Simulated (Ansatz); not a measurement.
**TePb: relaxation of cell and atoms**

Computed with Ansatz 0.2.0, DFT, PBEsol, PAW with Ansatz's default frozen-core files, scalar-relativistic.

Command: `ansatz run input.yaml --threads 1 --pin off --max-ram 2048MiB --backend cpu --events-out ev --progress --plain --runs-dir out` The run took 12 s on 1 thread of Arm Neoverse V2 (shared host).

```yaml
crystal:
  lattice:
    - [0.0, 3.2735180337, 3.2735180337]
    - [3.2735180337, 0.0, 3.2735180337]
    - [3.2735180337, 3.2735180337, 0.0]
  atoms:
    - { symbol: Te, position: [0.5, 0.5, 0.5] }
    - { symbol: Pb, position: [0.0, 0.0, 0.0] }
kpoints:
  mp_grid: { grid: [9, 9, 9] }
scf:
  occupations: { method: fermi_dirac, width: 0.05 }
hamiltonian:
  xc: pbesol
  pseudopotentials: { kind: paw }
output:
  forces: true
  stress: true
  efg: { contact_densities: true }
relax:
  f_tol: 0.005
  max_steps: 80
  cell: {}
```

No spin–orbit coupling, which matters for the heavy atoms here.

The cell comes from COD entry 1538618, which wasn't checked; take it as a given geometry. The listed cell was then made from it by scaling, straining or moving an atom.

The cutoff is 420 eV; energies and pressures of the walk include the program's estimate of the Pulay term. The PAW files were made with PBE; their cores are remade for this functional.

Each frame lists the cell vectors (Å), then Cartesian positions (Å); symmetry keeps all forces zero. Free energies count from the first step, -18657.1694 eV.

The walk took 4 evaluations in all; steps that aren't listed are left out.

Step 1: E = 0.0 meV, P = -1.94 GPa

```
cell 0.0000 3.2735 3.2735 3.2735 0.0000 3.2735 3.2735 3.2735 0.0000
Te    3.2735    3.2735    3.2735
Pb    0.0000    0.0000    0.0000
```

Step 2: E = -20.3 meV, P = 0.51 GPa

```
cell 0.0000 3.2094 3.2094 3.2094 0.0000 3.2094 3.2094 3.2094 0.0000
Te    3.2094    3.2094    3.2094
Pb    0.0000    0.0000    0.0000
```

(1) How does the relaxation end?

Answers

(1) It converges, with a = 6.445 Å, b = 6.445 Å, c = 6.445 Å, α = 90.00°, β = 90.00°, γ = 90.00° (conventional cell, space group Fm-3m). The last solve (on a basis chosen afresh for the final cell, so its energy is not quite comparable) gives E = -21.0 meV, P = -0.05 GPa:
```
cell 0.0000 3.2223 3.2223 3.2223 0.0000 3.2223 3.2223 3.2223 0.0000
Te    3.2223    3.2223    3.2223
Pb    0.0000    0.0000    0.0000
```
